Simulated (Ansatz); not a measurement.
Crystal: Sb.

```
Sb
1.0
    -1.87134    1.87134    1.87134
     1.87134   -1.87134    1.87134
     1.87134    1.87134   -1.87134
Sb
1
Direct
  0.00000 0.00000 0.00000
```

This isn't the form of Sb at room conditions, which is rhombohedral.

Below is the output of Ansatz 0.2.0 for this cell. Logs are shortened: lines on timing, memory, paths and dates and some standing lists are left out, and cuts for length are marked.

```text
Warning: RAYON_NUM_THREADS=2 ignored (pool sized by the plan → 2); use --threads N
Engine: ansatz 0.2.0, aarch64-unknown-linux-gnu
Pseudopotentials: kind: paw
Pseudopotential: Sb, paw, valence charge 15, recommended cutoff 420 eV (normal), Sb.paw.azcp
Functional definition: PBE
  parameter kappa = 0.804
  parameter beta = 0.06672455060314922
  exchange = pbe_x(kappa = kappa, mu = beta*pi^2/3)
  correlation = pbe_c(beta = beta)
Crystal: 1 atoms, lattice volume = 26.213 Å³
Basis set: ecut = 420 eV, 531 PW (Γ), exchange–correlation on 48×48×48 points (8 copies of the dense FFT grid, shifted against one another)
Bands: 12, of which v1, the nominal top of the filled ones, is band 8 counted from 1 (7 counted from 0)
Symmetry: 48 space group operations
Space group: Im-3m (ITA 229), of the structure as read, at distance tolerance 3.0e-5 Å
k-points: 47 of 1000
Non-local potential: Sb, projectors of the file, l = 0: 2, l = 1: 2, l = 2: 2, l = 3: 2
PAW form: soft (Blöchl's): semilocal exchange-correlation on the pseudo side does not see the compensation charge
PAW one-centre angular grid: Sb, 590 points (default); XC on 64 Gauss nodes
Initial density: superposition of atomic densities (neutral atoms: chi_scale 0, normalization atom), corrected by the library's trained network
Initial wavefunctions: pseudopotential atomic-orbital guess
Functional: x = pbe(κ = 0.804, μ = 0.2195149727645171), c = pbe(β = 0.06672455060314922)
SCF iter   1: F=—  HF=-6484.230859 eV  |F-HF|=—  |Δ(HF+E_count)|=         —  Δρ=8.84e-4  dr2=1.41e-4  ethr=1.77e-3  ⟨swp⟩=5.9  Hψ=3353  notcnv=0
preconditioner: auto → Kerker (q_TF=auto, 2.486 Å⁻¹)  [metal: Δε(μ)=0.022 eV  Ē_g=12.656 eV  σ=0.028 eV  W_gap=0.43  n_scr=12 (ndim 8)  ℏωp=16.2 eV  f_vac=0.000  D(μ)=2.51/eV (n_scr^D=42)]
SCF iter   2: F=—  HF=-6484.230355 eV  |F-HF|=—  |Δ(HF+E_count)|=   5.04e-4  Δρ=5.81e-4  dr2=2.60e-5  ethr=9.39e-7  ⟨swp⟩=2.3  Hψ=1366  notcnv=0
SCF iter   3: F=—  HF=-6484.230384 eV  |F-HF|=—  |Δ(HF+E_count)|=   2.97e-5  Δρ=3.19e-4  dr2=8.17e-6  ethr=1.73e-7  ⟨swp⟩=2.1  Hψ=657  notcnv=0
SCF iter   4: F=—  HF=-6484.230401 eV  |F-HF|=—  |Δ(HF+E_count)|=   1.62e-5  Δρ=3.91e-5  dr2=3.63e-7  ethr=5.44e-8  ⟨swp⟩=2.5  Hψ=777  notcnv=0
iter 5 did not close the SCF: its close was put off for the readings that it lacked (scf_convergence_deferred on its scf_iter line)
SCF iter   5: F=-6484.230401 eV  HF=-6484.230401 eV  |F-HF|=4.00e-8  |Δ(HF+E_count)|=   1.64e-7  Δρ=1.19e-5  dr2=4.16e-8  ethr=2.42e-9  ⟨swp⟩=2.1  Hψ=854  notcnv=0
SCF iter   6: F=-6484.230401 eV  HF=-6484.230401 eV  |F-HF|=2.88e-9  |Δ(HF+E_count)|=   1.99e-8  Δρ=3.33e-6  dr2=3.32e-9  ethr=2.77e-10  ⟨swp⟩=3.5  Hψ=2223  notcnv=0
SCF 1 converged in 6 iterations: F = -6484.230401 eV  dr2 = 3.32e-9
  greatest PAW one-centre occupation: 0.996 electrons in one spin orbital (limit 2), on the Sb atom at site 0 (counted from 0), in its partial waves of l = 2
SCF converged after 6 iterations
Free energy (F): -6484.230401 eV
Harris-Foulkes:  -6484.230401 eV  (|F-HF|=2.88e-9)
Internal energy: -6484.229419 eV  (E = F + TS)
E sigma→0 (E₀):  -6484.229910 eV
Entropy (-TS):   -0.000982 eV (-0.982 meV/atom)
Fermi energy:    12.028788 eV
--- Per-component energies (eV) ---
  E_band       = -138.044947
  E_kinetic    = 207.118088
  E_local      = -1411.758054  (includes V_loc(G=0)·N_el)
  E_nonlocal   = 361.608222
  E_hartree    = 647.339120
  E_xc         = -138.796649
  E_vxc        = -96.705012  (∫ρ·V_xc dr)
  E_paw        = -4574.555985  (= ΣΔE_a)
  E_vpaw       = -492.983679  (= ΣTr[D̂ρ^β])
  E_aug_tail   = -0.000002  (compensation charges beyond the density's cutoff)
  E_ewald      = -1575.184159
  E_smearing   = -0.000982  (= −TS)
  E_closure    = 0.000000  (closes the sum)
  Σ components = -6484.230401   (vs F -6484.230401, Δ=0.00e0)
--- Forces (eV/Å), atoms counted from 1 ---
  atom   1  Sb    -0.00000000    -0.00000000     0.00000000
  max |Σ_I F_I| component: 8.63e-32 eV/Å
--- Stress (GPa, compression-positive) ---
        3.152883      -0.000000      -0.000000
        0.000000       3.152883      -0.000000
       -0.000000       0.000000       3.152883
  P = ⅓ Tr σ = 3.1529 GPa (31.529 kbar)
--- Band table (eV; the first three rows and the last of 47) ---
  k-point 0: bands = ["-17.2161", "-17.2161", "-17.2161", "-17.1394", "-17.1394", "-1.0102", "17.7490", "17.7490", "17.7490", "23.4217", "23.4217", "23.4217"]
  k-point 1: bands = ["-17.2183", "-17.2119", "-17.2040", "-17.1419", "-17.1399", "-0.7951", "16.1861", "17.0799", "17.5592", "21.7526", "21.9894", "23.3121"]
  k-point 2: bands = ["-17.2239", "-17.2023", "-17.1721", "-17.1474", "-17.1413", "-0.1536", "13.2320", "15.8437", "17.0575", "20.3407", "20.7591", "23.2816"]
  k-point 46: bands = ["-17.2193", "-17.2193", "-17.0992", "-17.0992", "-17.0992", "6.5783", "9.9923", "9.9923", "9.9923", "14.9789", "14.9789", "29.3444"]
```

Problem. Write the input and the command behind it.

Solution. Single point with PBE, no spin polarisation. The files as run (others can give the same):

input.yaml
```yaml
crystal:
  lattice:
    - [-1.8713408863, 1.8713408863, 1.8713408863]
    - [1.8713408863, -1.8713408863, 1.8713408863]
    - [1.8713408863, 1.8713408863, -1.8713408863]
  atoms:
    - { symbol: Sb, position: [0.0, 0.0, 0.0] }
hamiltonian:
  xc: pbe
  pseudopotentials: { kind: paw }
kpoints:
  mp_grid: { grid: [10, 10, 10] }
scf:
  occupations: { method: gaussian, width: 0.028 }
output:
  forces: true
  stress: true
  eigenvalues: true
```

Potentials or basis: Ansatz PAW.
Launch:
```sh
$ ansatz run input.yaml --threads 2 --pin off --max-ram 5632MiB --backend cpu --events-out ev --progress --plain --runs-dir out
```
